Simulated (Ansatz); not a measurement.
# Rh, hcp: how the functional moves the structure

All rows: Ansatz, plane waves with scalar-relativistic PAW, 420 eV (500 eV for the SCAN forms), relaxed under each functional, no dispersion correction, no zero-point motion. B₀ comes from uniform scaling at fixed shape; a dash is a value not given.

```tsv
functional	V (Å³/atom)	cell	B₀ (GPa)	magnetic state	ΔE to fcc (meV/atom)
PBE	14.10	a = 2.723 Å, c = 4.394 Å (c/a = 1.614)	255	non-magnetic	38
r²SCAN	13.77	a = 2.701 Å, c = 4.358 Å (c/a = 1.613)	-	non-magnetic	47
PBEsol	13.58	a = 2.689 Å, c = 4.337 Å (c/a = 1.613)	293	spin not included	41
RPBE	14.39	a = 2.743 Å, c = 4.418 Å (c/a = 1.611)	236	spin not included	37
BLYP	14.91	a = 2.777 Å, c = 4.466 Å (c/a = 1.608)	213	spin not included	36
```

Task: What does revPBE give?

Result: V (Å³/atom): 14.32; cell: a = 2.738 Å, c = 4.411 Å (c/a = 1.611); B₀ (GPa): 241; magnetic state: spin not included; ΔE to fcc (meV/atom): 37.
